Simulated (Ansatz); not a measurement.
EuO in the rocksalt structure

The computed numbers are results of PBEsol, scalar-relativistic (collinear spin) in the plane-wave PAW code Ansatz at 420 eV, Γ-centred 10×10×10 mesh, 0.05 eV Gaussian smearing; PAW files: Ansatz's generated set soft_2.

Space group Fm-3m (No. 225). a = 4.968 Å, b = 4.968 Å, c = 4.968 Å, α = 90.00°, β = 90.00°, γ = 90.00°
```csv
atom,site,symmetry,x,y,z
Eu,4b,m-3m,0.5000,0.0000,0.0000
O,4a,m-3m,0.0000,0.0000,0.0000
```

The start was a prototype's sites filled with these elements; the Crystallography Open Database holds the compound in this structure.

Magnetic state: ferromagnetic, site spin moments Eu 6.52; O -0.08 μB.

Q: Which orbitals carry the states at the Fermi level, and how many states are there?

A: Within 0.1 eV of it: Eu 4f 83 %, Eu 5d 10 % (shares among the projected shells). The Fermi level sits on a steep edge: the density of states is 3.2, 1.3 and 0.5 states/eV per cell at −0.1, 0 and +0.1 eV.

Density of states (tetrahedra, averaged over 0.4 eV; states/eV per cell of 2 atoms; energy in eV from the Fermi level; projections on Löwdin-orthogonalised atomic orbitals, summed over sites):

```
    E  total  Eu 4f up  Eu 4f down  O 2p  Eu 5d up  Eu 5d down
-6.45    0.1       0.0         0.0   0.1       0.0         0.0
-6.05    0.7       0.0         0.0   0.4       0.1         0.0
-5.65    1.7       0.0         0.0   1.2       0.2         0.2
-5.25    2.8       0.0         0.0   2.1       0.3         0.2
-4.85    3.2       0.1         0.0   2.5       0.3         0.2
-4.45    4.0       0.1         0.0   3.2       0.3         0.2
-4.05    2.5       0.0         0.0   2.1       0.0         0.1
-3.65    0.0       0.0         0.0   0.0       0.0         0.0
-3.25    0.0       0.0         0.0   0.0       0.0         0.0
-2.85    0.0       0.0         0.0   0.0       0.0         0.0
-2.45    0.0       0.0         0.0   0.0       0.0         0.0
-2.05    0.0       0.0         0.0   0.0       0.0         0.0
-1.65    0.0       0.0         0.0   0.0       0.0         0.0
-1.25    0.2       0.1         0.0   0.0       0.2         0.0
-0.85    1.8       1.4         0.0   0.0       0.3         0.0
-0.45   12.7      12.5         0.0   0.0       0.1         0.0
-0.05    3.0       2.7         0.0   0.1       0.1         0.1
 0.35    0.5       0.2         0.0   0.0       0.1         0.2
 0.75    0.6       0.1         0.0   0.1       0.2         0.2
 1.15    0.7       0.1         0.0   0.1       0.3         0.2
 1.55    1.0       0.1         0.1   0.1       0.4         0.3
 1.95    1.2       0.0         0.1   0.2       0.4         0.4
 2.35    1.1       0.0         0.1   0.2       0.4         0.3
 2.75    1.0       0.0         0.1   0.1       0.3         0.3
 3.15    1.6       0.0         0.3   0.2       0.6         0.4
 3.55    2.5       0.0         1.0   0.2       0.6         0.5
 3.95    5.5       0.0         4.4   0.1       0.5         0.3
 4.35    8.8       0.0         7.9   0.1       0.5         0.2
 4.75    3.7       0.0         2.3   0.2       0.7         0.4
 5.15    2.9       0.0         0.6   0.2       1.0         0.7
 5.55    1.7       0.0         0.2   0.1       0.7         0.5
 5.95    1.6       0.0         0.1   0.1       0.6         0.7
```

Formal charges Eu²⁺, O²⁻ leave Eu²⁺ with an open 4f⁷ shell. Exchange should fill one spin channel of a half-filled shell and leave an insulator, so a metal points to the functional or the structure. The run still finds no gap: within 0.1 eV of the Fermi level the projected states are 83 % Eu 4f.

Hund's first rule gives Eu²⁺ with 7 f electrons 7 unpaired spins, a spin moment of 7 μB; the run has 6.52 μB on Eu (atomic spheres) and 6.77 f electrons on orthogonalised orbitals. The moment is close to the ion's, so in this run the shell is localised and nearly fully polarised.

Without a U the 4f levels of Eu lie too near the Fermi level, so their share of the states there, and what hangs on it, is overstated. For elements this heavy, spin–orbit coupling would shift levels and gaps; it isn't included here. Site moments are of spin, integrated over atomic spheres. No antiparallel order was tried. The relaxed cell is 10 % smaller in volume than the cell of this structure in the Crystallography Open Database (17.01 Å³/atom, 1963).
